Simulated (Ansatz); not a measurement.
The system is SnSe.

```
Sn Se
1.0
     0.00000    3.01000    3.01000
     3.01000    0.00000    3.01000
     3.01000    3.01000    0.00000
Sn Se
1 1
Direct
  0.00000 0.00000 0.00000
  0.50000 0.50000 0.50000
```

Measurements of this composition are mostly on another form, of space group No. 62.

Base run:

| Property | Result |
| --- | --- |
| Program | Ansatz 0.2.0 |
| Functional | PBE |
| Potentials or basis | all-electron LAPW, relativistic spinors |
| Cutoff | 190 eV (chosen from the basis error) |
| Basis error allowed | 0.001 eV/atom |
| k mesh | 6 × 6 × 6 |
| Occupations | fermi-dirac, width 0.05 eV |
| Spin | spin-orbit coupling, no magnetisation |

Its results: pressure 0.6 GPa.

Task: The run is repeated on the same cell with these changes: functional from PBE to LDA. What comes out?

Result: Pressure -3.7 GPa.

LDA binds more tightly than PBE, so the same cell stands under less pressure.
